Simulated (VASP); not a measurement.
A run of VASP 6.6.1 is set up as follows.

File run.py:

```python
from ase import Atoms
from ase.calculators.vasp import Vasp
from ase.dft.bandgap import bandgap

atoms = Atoms(
    ['Sb', 'Sb', 'Mn', 'Mn'],
    cell=[[4.15, 0.0, 0.0], [-2.075, 3.5940054257, 0.0], [0.0, 0.0, 5.78]],
    scaled_positions=[[0.6666666667, 0.3333333333, 0.75], [0.3333333333, 0.6666666667, 0.25], [0.0, 0.0, 0.5], [0.0, 0.0, 0.0]],
    pbc=True,
)
atoms.set_initial_magnetic_moments([0.0, 0.0, 4.0, 4.0])
calc = Vasp(
    directory='calc',
    xc='pbe',
    pp='PBE',
    setups={'base': 'minimal', 'Sb': '_d_GW', 'Mn': '_GW'},
    prec='Accurate',
    encut=550,
    ediff=1e-07,
    ismear=0,
    sigma=0.1,
    lreal=False,
    lasph=True,
    nelm=150,
    algo='Normal',
    isif=2,
    lwave=False,
    lcharg=False,
    ispin=2,
    lorbit=11,
    lmaxmix=4,
    kpts=[7, 7, 5],
    gamma=True,
    nbands=34,
)
atoms.calc = calc

print('energy (eV):', atoms.get_potential_energy())
print('free energy (eV):', atoms.get_potential_energy(force_consistent=True))
print('forces (eV/A):')
print(atoms.get_forces())
print('stress (eV/A^3, Voigt):', atoms.get_stress())
print('Fermi level (eV):', calc.get_fermi_level())
print('moment (muB):', atoms.get_magnetic_moment())
print('site moments (muB):', atoms.get_magnetic_moments())
gap, top, bottom = bandgap(calc)
print('band gap (eV):', gap, 'from (spin, k, band)', top, 'to', bottom)
```

Potentials or basis: VASP PAW PBE potentials, release 64 (Sb_d_GW, Mn_GW).

Run with:

```console
$ python run.py
```

Question: Predict the band gap on the k mesh.

Answer: None (metal or under the smearing width).

Question: Estimate the site moments.

Answer: Sb -0.14; Mn +3.42 μB.

Question: Estimate the pressure.

Answer: -3.4 GPa.

Stress tensor (GPa, compression positive):
```
-3.04  0.00  0.00
 0.00 -3.04  0.00
 0.00  0.00 -4.04
```

Caveat: only a ferromagnetic start was run, and an antiferromagnetic order may lie lower in energy. Spin-orbit coupling is left out, which matters for the levels of Sb.
